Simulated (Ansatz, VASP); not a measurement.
Given: the input of a run of VASP 6.6.1 on Cu (Copper). 

File INCAR:

```
ALGO = Normal
EDIFF = 1E-6
EDIFFG = -0.01
ENCUT = 600
GGA = RE
IBRION = 2
ISIF = 3
ISMEAR = -1
LASPH = True
LCHARG = False
LREAL = False
LWAVE = False
NELM = 80
NSW = 40
PREC = Accurate
SIGMA = 0.05
```

Contents of KPOINTS:

```
k-points
0
Gamma
  13 13 13
```

File POSCAR:

```
Cu
1.0
    0.0000000000      1.8075000000      1.8075000000
    1.8075000000      0.0000000000      1.8075000000
    1.8075000000      1.8075000000      0.0000000000
Cu
1
Direct
    0.0000000000      0.0000000000      0.0000000000
```

Potentials or basis: VASP PAW PBE potentials, release 64 (Cu).

Command:

```bash
$ cat potpaw_PBE.64/Cu/POTCAR > POTCAR
$ mpirun -np 1 vasp_std > vasp.out
```

Translate it to Ansatz 0.2.0. Potentials or basis there: all-electron LAPW, scalar-relativistic.

As run (cutoffs and basis follow the program's own potentials, and thresholds, step limits or extra output files can differ):

File input.yaml:

```yaml
crystal:
  lattice:
    - [0.0, 1.8075, 1.8075]
    - [1.8075, 0.0, 1.8075]
    - [1.8075, 1.8075, 0.0]
  atoms:
    - { symbol: Cu, position: [0.0, 0.0, 0.0] }
kpoints:
  mp_grid: { grid: [13, 13, 13] }
scf:
  occupations: { method: fermi_dirac, width: 0.05 }
hamiltonian:
  xc: revpbe
  pseudopotentials: { kind: all_electron, lapw: { basis_error: 0.001 } }
output:
  forces: true
  stress: true
relax:
  f_tol: 0.02
  max_steps: 60
  cell: {}
```

Potentials or basis: all-electron LAPW, scalar-relativistic.

The run is started by

```sh
$ ansatz run input.yaml --threads 1 --pin off --max-ram 3072MiB --backend cpu --events-out ev --progress --plain --runs-dir out
```

Both were run:

|  | VASP | Ansatz |
| --- | --- | --- |
| Relaxed volume | 12.31 Å³/atom | 12.25 Å³/atom |
| Relaxed cell | a = 2.592 Å, b = 2.592 Å, c = 2.592 Å, α = 60.00°, β = 60.00°, γ = 60.00° | a = 2.588 Å, b = 2.588 Å, c = 2.588 Å, α = 60.00°, β = 60.00°, γ = 60.00° |
| Space group after relaxing | Fm-3m (No. 225) | Fm-3m (No. 225) |
| Pressure after relaxing | 0.0 GPa | 0.0 GPa |

VASP's potentials were made for PBE.

Where Ansatz's input types no cutoff or centring, it takes its own default and a Γ-centred mesh.

Pressure is positive in compression.
